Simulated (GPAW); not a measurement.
Li2O in GPAW: convergence with smearing width (eV)

Crystal: Li2O.

```
CELL_PARAMETERS angstrom
0.00000 2.32685 2.32685
2.32685 0.00000 2.32685
2.32685 2.32685 0.00000
ATOMIC_POSITIONS crystal
O 0.00000 0.00000 0.00000
Li 0.25000 0.25000 0.25000
Li 0.75000 0.75000 0.75000
```

The cell comes from a database or a generator and needn't be the stable form of this composition.

- Program: GPAW 26.7.0
- Task: convergence study
- Functional: LDA
- Potentials or basis: the program's PAW data sets (release 1.2.1) made for this functional
- Cutoff: 800 eV
- Basis: pw
- k mesh: 10 × 10 × 10
- Occupations: gaussian, width 0.5 eV
- Spin: no spin polarisation

These are the settings of the first run; the series varies smearing width (eV), with any setting tied to it.

Hardware: 1 thread of Intel(R) Xeon(R) Platinum 8488C (Sapphire Rapids), with other jobs on the host.

| smearing width (eV) | energy less the tightest run, at zero smearing (meV/atom) | SCF cycles | CPU time (s) | peak memory (GiB) |
| --- | --- | --- | --- | --- |
| 0.5 | 0.00 | 9 | 13 | 0.16 |
| 0.3 | 0.00 | 9 | 15 | 0.16 |
| 0.2 | 0.00 | 9 | 16 | 0.16 |
| 0.15 | 0.00 | 9 | 13 | 0.16 |
| 0.1 | 0.00 | 9 | 15 | 0.16 |
| 0.05 | 0.00 | 9 | 17 | 0.16 |
| 0.025 | 0.00 | 9 | 16 | 0.16 |
| 0.01 | 0.00 | 9 | 15 | 0.16 |

Against the tightest run, the energy stays within 1 meV/atom from 0.5 on. The tightest run that finished is the yardstick and may itself not be fully converged.
